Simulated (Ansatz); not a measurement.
Crystal: CdO2.

```xyz
3
Lattice="3.4762 0.0000 0.0000 -1.7381 3.0105 0.0000 0.0000 0.0000 4.1481" Properties=species:S:1:pos:R:3 pbc="T T T"
Cd    0.0000    0.0000    0.0000
O     0.0000    2.0070    1.0130
O     1.7381    1.0035    3.1350
```

The cell comes from a database or a generator and needn't be the stable form of this composition.

| Item | Value |
| --- | --- |
| Program | Ansatz 0.2.0 |
| Task | relaxation of cell and atoms |
| Functional | PBEsol |
| Dispersion | D3(BJ) |
| Potentials or basis | Ansatz PAW |
| Cutoff | 420 eV (not typed: the program's choice for these potentials) |
| k mesh | 9 × 9 × 7 |
| Occupations | fermi-dirac, width 0.05 eV |
| Spin | no spin polarisation |

At the start: volume 14.47 Å³/atom.

Task: How do energy, volume and symmetry change on relaxing?

Result: It ends after 10 steps and the volume is 11.39 Å³/atom (-21.3 %); space group P-3m1 (No. 164, to 0.05 Å).

Step by step:
| step | energy change (eV) | largest force (eV/Å) | volume (Å³) |
| --- | --- | --- | --- |
| 1 | 0.0000 | 0.3156 | 43.41 |
| 2 | -0.2821 | 0.0900 | 38.67 |
| 3 | -0.4011 | 0.1638 | 35.58 |
| 4 | -0.4309 | 0.0754 | 33.72 |
| 5 | -0.4333 | 0.0520 | 34.42 |
| 6 | -0.4335 | 0.0274 | 34.45 |
| 7 | -0.4337 | 0.0005 | 34.41 |
| 8 | -0.4214 | 0.0002 | 34.41 |
| 9 | -0.4230 | 0.0003 | 34.18 |
| 10 | -0.4219 | 0.0003 | 34.18 |

Final structure:
```cif
data_structure
_symmetry_space_group_name_H-M 'P 1'
_symmetry_Int_Tables_number 1
_cell_length_a 3.3373
_cell_length_b 3.3373
_cell_length_c 3.5440
_cell_angle_alpha 90.000
_cell_angle_beta 90.000
_cell_angle_gamma 120.000
_cell_volume 34.18
loop_
_atom_site_label
_atom_site_type_symbol
_atom_site_fract_x
_atom_site_fract_y
_atom_site_fract_z
_atom_site_occupancy
Cd1 Cd 0.00000 0.00000 0.00000 1
O1 O 0.33333 0.66667 0.28515 1
O2 O 0.66667 0.33333 0.71485 1
```

Caveat: the volume moved by over 15 % at a fixed basis, so the end points are rough; the plane-wave basis is chosen anew once the cell has moved, so the energies of steps on either side of that aren't comparable; the pressure holds a Pulay correction of +0.8 GPa for the finite cutoff; pairwise dispersion overbinds metals, which lowers pressure and volume; the PAW data sets come from PBE, with cores solved anew for the run's functional, which leaves a small shift of forces and pressure.
